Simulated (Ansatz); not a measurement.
## Symmetry broken, then relaxed in AlN

These are results of Ansatz, DFT r2SCAN, scalar-relativistic, plane waves, PAW, not measurements. Cutoff 500 eV, Γ-centred 12×12×2 k-points, Gaussian smearing of 0.05 eV. No spin polarisation. Energies are free energies at this smearing, counted from the undisturbed cell; pressure is positive in compression.

Reference structure (relaxed at this level):

```xyz
8
Lattice="3.1067 0.0000 0.0000 -1.5533 2.6905 0.0000 0.0000 0.0000 9.9568" Properties=species:S:1:pos:R:3 pbc="T T T"
Al    0.0000    1.7936    0.0084
Al    0.0000    1.7936    4.9868
Al    1.5533    0.8968    2.4976
Al    1.5533    0.8968    7.4760
N     0.0000    1.7936    1.9083
N     0.0000    1.7936    6.8867
N     1.5533    0.8968    4.3975
N     1.5533    0.8968    9.3759
```

The atoms are displaced (Å, in the unstrained cell):

```
atom ux uy uz
 Al1   0.001  -0.025   0.042
 Al2   0.053  -0.022   0.127
 Al3  -0.030   0.039  -0.128
 Al4   0.011   0.016  -0.116
  N5  -0.026  -0.050  -0.023
  N6  -0.056  -0.032   0.053
  N7   0.004   0.040  -0.001
  N8   0.043   0.034   0.046
```

The cell is strained by (-0.0421, 0.0082, 0.0123, -0.0348, -0.0562, -0.0177) (xx, yy, zz, yz, xz, xy; engineering shear). Cell and atoms are then relaxed.

**Question.** Does the relaxation return to the undisturbed structure?

**Answer.** Yes (up to a choice of domain or origin): same space group and volume, and an energy 0.0 meV/atom from it. The disturbance itself cost 197.8 meV/atom. The final space group reads P6_3mc (tolerance 0.05 Å) and the volume changes by -0.01 %.

Final structure:

```
CELL_PARAMETERS angstrom
3.10612 -0.00019 -0.00020
-1.55323 2.69086 -0.00006
-0.00064 -0.00062 9.95673
ATOMIC_POSITIONS crystal
Al 0.33334 0.66668 0.00084
Al 0.33338 0.66670 0.50084
Al 0.66665 0.33331 0.25083
Al 0.66667 0.33333 0.75084
N 0.33336 0.66670 0.19166
N 0.33339 0.66672 0.69166
N 0.66663 0.33329 0.44166
N 0.66658 0.33326 0.94166
```

The relaxation, step by step (energy from the first step; small jumps at an unchanged geometry come where the plane waves are selected anew for the new cell):

```
step  ΔE (meV/atom) largest force component (eV/Å) pressure (GPa)
   1            0.0                           3.959           10.77
   2         -151.7                           1.628            4.93
   3         -197.6                           0.070            0.01
   4         -197.8                           0.003            0.02
   5         -197.8                           0.003            0.03
```